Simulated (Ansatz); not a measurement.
# Charge transition levels of the H interstitial in AlAs, term by term

The calculation used DFT PBE, scalar-relativistic, plane waves, PAW (Ansatz). Settings: 420 eV cutoff, 3×3×3 k-mesh, Gaussian smearing of 0.01 eV, collinear spin in charge 0 alone.

Host crystal, relaxed:

```
CELL_PARAMETERS angstrom
0.00000 2.86396 2.86396
2.86396 0.00000 2.86396
2.86396 2.86396 0.00000
ATOMIC_POSITIONS crystal
Al 0.00000 0.00000 0.00000
As 0.75000 0.75000 0.75000
```

The H interstitial was set at (0.250, 0.250, 0.250) of the host cell, in a supercell of 8 sites (188 Å³), relaxed at fixed cell in each charge q. The host's Kohn–Sham gap is 1.50 eV and its static dielectric constant 11.6 (mean). For each charge: the supercell's free energy over the neutral one with q electrons exchanged at the valence band top, F(q) − F(0) + qE_v; the image-charge term; and the term that aligns the potential far from the defect with the host's.

| q | F(q) − F(0) + qE_v (eV) | image charge (eV) | alignment (eV) |
| --- | --- | --- | --- |
| +1 | 0.136 | 0.308 | -0.195 |
| 0 | 0.000 | 0.000 | 0.000 |
| -1 | 0.374 | 0.308 | -0.069 |

Problem. Add the terms and find the levels between neighbouring charges, ε(q/q′) = [A(q′) − A(q)]/(q − q′), with and without the two corrections.

Solution. A(q): 0.249 eV for +1, 0.000 eV for 0, 0.613 eV for -1.
```
 level corrected (eV over E_v) uncorrected (eV)
(+1/0)                    -0.25             -0.14
(0/-1)                     0.61              0.37
```

As a check, a point charge in a simple cubic cell of this volume has q²αe²/(2εL) = 0.308 q² eV (e² = 14.40 eV Å, α = 2.837, L = 5.73 Å); the shape of the real cell can change it somewhat. The term grows as q², so it pushes donor levels down and acceptor levels up. The program doubts the alignment for q = +1, -1, so levels beside it are uncertain by about that term.

Problem. Which of these charges is lowest with the Fermi level at the valence band top, at mid-gap and at the conduction band bottom?

Solution. The line A(q) + qE_F that lies lowest gives the charge: 0 at E_F = 0.00 eV, -1 at E_F = 0.75 eV, -1 at E_F = 1.50 eV. (+1/0) falls outside this Kohn–Sham gap, so the change of charge isn't reached within it; the real gap is usually wider and may hold a localised level, while a level that comes from a carrier in the host's bands only marks the band edge and moves with it. In charge +1, 0 the cell has partly filled levels, from a carrier spread over the host's bands, a defect level that the small cell broadens into a band, or a degenerate defect level that the symmetric start can't split, so the levels beside it are doubtful. In charge +1 the extra carrier sits in the host's bands, sampled away from their edge; a term of -0.25 eV would put the level beside it at that edge (it also undoes corrections that don't apply to a spread carrier) and isn't included above. Charges beyond those computed could lie lower near the band edges.

Problem. The neutral defect forms at 1.94 eV with atoms taken from and returned to the elements. What are the formation energies at those three Fermi levels, and what share of sites would hold the defect at 1200 K with E_F at mid-gap, if the host still stood at that temperature?

Solution. E_f = E_f(0) + A(q) + qE_F = 1.94, 1.80, 1.04 eV. In the dilute limit the share is exp(−E_f/k_BT) = exp(−1.797/0.1034) = 2.8×10⁻⁸, leaving out degeneracy and vibrational entropy. This is the H-rich limit; a poorer supply of H, or a competing compound of it, raises E_f. The small cell and the narrow Kohn–Sham gap leave errors of tenths of an eV or more, which change the share by orders of magnitude.